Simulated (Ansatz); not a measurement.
## HgTe (Coloradoite): single point with PBE

HgTe (Coloradoite):

```
CELL_PARAMETERS angstrom
0.00000 3.21450 3.21450
3.21450 0.00000 3.21450
3.21450 3.21450 0.00000
ATOMIC_POSITIONS crystal
Hg 0.00000 0.00000 0.00000
Te 0.75000 0.75000 0.75000
```

```json
{
  "Program": "Ansatz 0.2.0",
  "Task": "single point",
  "Functional": "PBE",
  "Potentials or basis": "all-electron LAPW, scalar-relativistic",
  "Cutoff": "262 eV (chosen from the basis error)",
  "Basis error allowed": "0.001 eV/atom",
  "k mesh": "7 × 7 × 7",
  "Occupations": "gaussian, width 0.012 eV",
  "Spin": "no spin polarisation"
}
```

* Pressure: 4.6 GPa
* Band gap on the k mesh: none (metal or under the smearing width)

Levels at points of the mesh, in eV from the Fermi level:
```tsv
k point	band 30	band 31	band 32	band 33	band 34	band 35	band 36	band 37	band 38	band 39
(0.00, 0.00, 0.00)	-6.90	-6.90	-0.68	0.00	0.00	0.00	4.21	4.21	4.21	6.46
```

Run time: 16 s on 1 thread of Arm Neoverse V2 (shared host), peak memory 0.3 GiB.

The run has no spin-orbit coupling, so splittings on Hg, Te are missing.
